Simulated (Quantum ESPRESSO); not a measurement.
# MgS under changes of volume

One of the cells (22.670 Å³/atom); the others are scaled copies at fixed shape and fractional positions:

```
S Mg
1.0
     4.03462    0.00000    0.00000
    -2.01731    3.49409    0.00000
     0.00000    0.00000    6.43229
S Mg
2 2
Direct
  0.66667 0.33333 0.87924
  0.33333 0.66667 0.37924
  0.33333 0.66667 0.99575
  0.66667 0.33333 0.49575
```

The cell comes from a database or a generator and needn't be the stable form of this composition.

| Property | Result |
| --- | --- |
| Program | Quantum ESPRESSO 7.5 |
| Functional | r2SCAN |
| Potentials or basis | SG15 PBE 1.2 |
| Cutoff | 952 eV |
| Density cutoff | 3810 eV |
| k mesh | 7 × 7 × 3 |
| Occupations | fermi-dirac, width 0.05 eV |
| Spin | no spin polarisation |

```csv
volume (Å³/atom),energy over the lowest point (meV/atom),pressure (GPa),gap on the mesh (eV),largest force (eV/Å)
21.309,22.08,4.6,4.36,0.047
21.763,?,?,?,?
22.216,3.37,1.6,4.14,0.051
22.670,0.00,0.3,4.04,0.053
23.123,0.10,-0.8,3.94,0.054
23.576,3.35,-1.9,3.84,0.054
24.030,9.44,-2.8,3.74,0.053
```

Q: What does the run at 21.763 Å³/atom give?

A: Energy over the lowest point 10.62 meV/atom; pressure 3.0 GPa; gap on the mesh 4.25 eV; largest force 0.049 eV/Å.

Worked out: A Birch-Murnaghan fit of order 3 (a polynomial in V^(-2/3)) to the other rows has its minimum at 22.88 Å³/atom with B0 = V·E''(V) = 59 GPa and B' = 4.1 at fixed shape and positions, which overstates the stiffness. It gives 10.58 meV/atom at 21.763 Å³/atom, against the run's 10.62, and -dE/dV = 3.3 GPa, against 3.0. A straight line through the other rows of the gap, of slope -5.14 eV per unit of ln V (its deformation potential), gives 4.25 eV, against the run's 4.25.

Energies are extrapolated to zero smearing.

Caveats: the potentials were made for another functional, which shifts forces and pressure.
